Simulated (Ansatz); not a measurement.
## Which element?

Cell vectors (Å):

```
0.0000 2.5321 2.5321
2.5321 0.0000 2.5321
2.5321 2.5321 0.0000
```

| atom | a | b | c |
| --- | --- | --- | --- |
| Zr | 0.0000 | 0.0000 | 0.0000 |
| X | 0.2500 | 0.2500 | 0.2500 |
| X | 0.7500 | 0.7500 | 0.7500 |

Level of theory: PBEsol, all-electron LAPW in Ansatz 0.2.0, scalar-relativistic. k mesh 8×8×8, fine mesh 12×12×12, fixed occupations, lines of 0.2 eV.

Independent-particle optical response of a crystal from Kohn-Sham bands on the fine mesh, no local fields or excitons; Cartesian axes as in the cell vectors.

```json
{
 "Fine mesh": "12, 12, 12",
 "Line width": "0.2 eV",
 "Further gaussian width": "0.3 eV"
}
```

```
photon energy (eV)  dielectric imag xx
               0.8                   0
               1.6                   0
               2.4                   0
               3.2                0.04
                 4                1.85
               4.8                3.95
               5.6                4.82
               6.4                5.68
               7.2                8.66
                 8               11.65
               8.8                9.75
               9.6                5.02
              10.4                4.06
              11.2                3.08
                12                 1.7
              12.8                0.73
              13.6                0.39
              14.4                0.72
              15.2                0.92
                16                1.12
              16.8                0.75
              17.6                0.52
              18.4                1.22
              19.2                1.93
                20                2.51
              20.8                2.59
              21.6                1.95
              22.4                1.47
              23.2                1.32
                24                0.99
              24.8                0.84
```

Task: All X atoms are one element. Which one was computed?

Result: O; the crystal is ZrO2 (Fm-3m).

Limits of these numbers: semilocal gaps are low, and what follows the gap (onsets, screening, light masses) shifts with it; this form is stable only when hot or under pressure; cold crystals distort or take another structure; spectra summed at the mesh points alone; no spin-orbit coupling on heavy atoms.
